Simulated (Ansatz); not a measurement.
# MnS in Ansatz: the effect of starting spin order

The system is MnS.

```xyz
2
Lattice="0.0000 2.4735 2.4735 2.4735 0.0000 2.4735 2.4735 2.4735 0.0000" Properties=species:S:1:pos:R:3 pbc="T T T"
Mn    0.0000    0.0000    0.0000
S     3.7102    3.7102    3.7102
```

The cell is a database's computed one.

Alike in all runs:

* Program: Ansatz 0.2.0
* Task: single point
* Functional: PBEsol
* Potentials or basis: Ansatz PAW
* Cutoff: 420 eV (not typed: the program's choice for these potentials)
* k mesh: 9 × 9 × 9
* Occupations: fermi-dirac, width 0.05 eV

```csv
starting spin order,spin,starting moments,energy over the lowest run (meV/atom),final net moment (μB),final largest site moment (μB)
spin off,no spin polarisation,-,?,?,?
fm,"collinear spin, ferromagnetic start","[4.0, 0.0] μB",0.0,0.24,0.20
random,"collinear spin, random start","[0.92, 0.0] μB",0.0,0.24,0.20
"ferromagnetic start, larger moments","collinear spin, ferromagnetic start","[5.5, 0.0] μB",0.0,0.24,0.20
```

Task: What does the run with starting spin order spin off give?

Result: Energy over the lowest run 1.1 meV/atom; final net moment 0.00 μB; final largest site moment 0.00 μB.

Caveats: the starting moments weren't kept (some runs); the moment fell far below its start of 4 μB, so a state of higher moment may lie lower in energy (some runs); the moment fell far below its start of 5.5 μB, so a state of higher moment may lie lower in energy (some runs).
